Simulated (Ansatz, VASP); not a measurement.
# Sb: VASP beside Ansatz

```
CELL_PARAMETERS angstrom
4.35349 0.00000 0.00000
-2.17675 3.77024 0.00000
0.00000 0.00000 28.00000
ATOMIC_POSITIONS crystal
Sb 0.33333 0.66667 0.52771
Sb 0.66667 0.33333 0.47229
```

Change from the starting cell: biaxial strain +0.070, atoms relaxed.

Alike in both runs: functional PBE; dispersion D3(BJ); k mesh 9 × 9 × 1; occupations gaussian, width 0.02 eV; no spin polarisation.

Ansatz relaxed the structure, and its values are those at the end. VASP's run is a single point on that final structure, the one shown.

```csv
,VASP,Ansatz
version,VASP 6.6.1,Ansatz 0.2.0
potentials or method,"VASP PAW PBE potentials, release 64 (Sb)","scalar-relativistic, plane waves, PAW"
plane-wave cutoff (eV),520,420
valence electrons in the cell,10,30
```

|  | VASP | Ansatz | Ansatz less VASP |
| --- | --- | --- | --- |
| gap on the k mesh at the Fermi level (eV) | 0.88 | 0.96 | +0.078 |
| least direct gap on the mesh (eV) | 0.89 | 0.97 | +0.076 |
| rms of the force components (eV/Å) | 0.044 | 0.002 | -0.0417 |

With one functional, cell and mesh, what is left measures potentials, basis and numerics. The two sets of potentials don't hold the same shells in valence. Ansatz warned: «stress_scf_threshold_loose».

Caveats: spin-orbit coupling is left out, which moves the levels of the heavy elements.
